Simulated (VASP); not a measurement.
Crystal: BaZrO3.

```
Ba Zr O
1.0
     4.21239    0.00000    0.00000
     0.00000    4.21239    0.00000
     0.00000    0.00000    4.21239
Ba Zr O
1 1 3
Direct
  0.00000 0.00000 0.00000
  0.50000 0.50000 0.50000
  0.50000 0.00000 0.50000
  0.50000 0.50000 0.00000
  0.00000 0.50000 0.50000
```

The cell is a database's computed one.

```yaml
Program: VASP 6.6.1
Task: relaxation of cell and atoms
Functional: LDA
Potentials_or_basis: VASP PAW LDA potentials, release 64 (Ba_sv, Zr_sv, O)
Cutoff: 600 eV
k_mesh: 6 × 6 × 6
Occupations: gaussian, width 0.02 eV
Spin: no spin polarisation
```

At the start: pressure -6.3 GPa; volume 14.95 Å³/atom.

**Question.** How do energy, volume and symmetry change on relaxing?

**Answer.** Over 6 steps the energy falls by 11.7 meV/atom and the volume is 14.37 Å³/atom (-3.8 %); space group Pm-3m (No. 221, to 0.05 Å).

Step by step:
```
step  energy change (eV)  largest force (eV/Å)  pressure (GPa)  volume (Å³)
   1              0.0000                0.0000           -6.28        74.75
   2              0.0309                0.0000            9.07        68.58
   3             -0.0583                0.0000           -0.08        71.90
   4             -0.0583                0.0000            0.06        71.84
   5             -0.0583                0.0000           -0.06        71.89
   6             -0.0583                0.0000            0.00        71.87
```

Final structure:
```yaml
crystal:
  lattice:
    - [4.15766, 0.00000, 0.00000]
    - [0.00000, 4.15766, 0.00000]
    - [0.00000, 0.00000, 4.15766]
  atoms:
    - { symbol: Ba, position: [0.00000, 0.00000, 0.00000] }
    - { symbol: Zr, position: [0.50000, 0.50000, 0.50000] }
    - { symbol: O, position: [0.50000, 0.00000, 0.50000] }
    - { symbol: O, position: [0.50000, 0.50000, 0.00000] }
    - { symbol: O, position: [0.00000, 0.50000, 0.50000] }
```
